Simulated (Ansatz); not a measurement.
V under pressure: fit and missing row

V, Im-3m, a = 2.959 Å. Ansatz: PBEsol, PAW, 420 eV, Γ-centred 20×20×20 mesh on 1 atom, Gaussian smearing 0.10 eV; no spin polarisation. The cell is relaxed at each pressure, and no other structure is tried, so the rows at high pressure may lie past a change of phase.

| V (Å³/atom) | P (GPa) |
| --- | --- |
| ? | 90.01 |
| 10.790 | 50.00 |
| 11.663 | 25.04 |
| 12.260 | 12.00 |
| 12.701 | 4.02 |
| 12.887 | 1.02 |
| 12.952 | 0.01 |
| 13.019 | -1.00 |

Q: Take V0 = 12.952 Å³/atom, count pressures from its P0 = 0.01 GPa, fit the third-order Birch–Murnaghan form to the other rows, and predict the missing volume.

A: With the Eulerian strain f = ½[(V0/V)^(2/3) − 1] and y = (P − P0)/[3f(1 + 2f)^(5/2)], the form is the line y = B0 + 1.5 B0 (B0′ − 4) f. Rows (f, y): 0.06474, 189.8; 0.03619, 193.6; 0.01864, 195.7; 0.00657, 196.9; 0.00168, 198.7; -0.00172, 197.4. Means f = 0.02102, y = 195.35; Σ(Δf)² = 0.003247, ΣΔfΔy = -0.4038; the slope is their ratio. y = 198.0 − 124.4 f GPa, so B0 = 198.0 GPa and B0′ = 4 + 2 × (-124.4)/(3 × 198.0) = 3.58. P = 90.01 GPa is met at f = 0.10184 (y = 185.33), so V = V0 (1 + 2f)^(−3/2) = 9.808 Å³/atom. The run gave 9.815 Å³/atom, so the fit is 0.007 Å³/atom too low, a small miss on the scale of the series. The form still works here, 78 % of the fitted range beyond its end.

The mesh isn't the same in all rows (20×20×20, 22×22×22).